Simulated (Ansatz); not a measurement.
# Ansatz run on Bi

System: Bi (fcc type), 1 atom in the cell.

Ansatz input (lattice in Å, positions in fractions of it)
```yaml
crystal:
  lattice:
    - [0, 2.5146, 2.5146]
    - [2.5146, 0, 2.5146]
    - [2.5146, 2.5146, 0]
  atoms:
    - { symbol: Bi, position: [0, 0, 0] }
kpoints:
  mp_grid: { grid: [4, 4, 4] }
hamiltonian:
  xc: pbe
  pseudopotentials: { kind: nc_fr }
scf:
  occupations: { method: fermi_dirac, width: 0.15 }
  convergence: { dr2_threshold: "1e-9 eV" }
  max_iter: 300
output:
  forces: true
  stress: true
  eigenvalues: true
magnetization:
  noncollinear: true
  spin_orbit: true
```

Theory: PBE with spin–orbit coupling, plane waves, norm-conserving pseudopotentials in Ansatz.

Results

```json
{"Plane-wave cutoff used": "898 eV", "Pressure": "21.8 kbar", "Smearing term TS": "136.1 meV/atom", "Valence electrons": "15", "Irreducible k-points": "8", "CPU time": "about 5 core-seconds on a shared host"}
```

Stress tensor in GPa, compression positive:
```
2.18 0.00 0.00
0.00 2.18 0.00
0.00 0.00 2.18
```

The stress includes the program's correction for the finite plane-wave basis.

The k-mesh is coarse, so these values belong to this mesh and can lie far from the converged ones. This cubic structure is a model: it isn't the usual form of the substance at ambient conditions, and such phases are metastable or hypothetical.
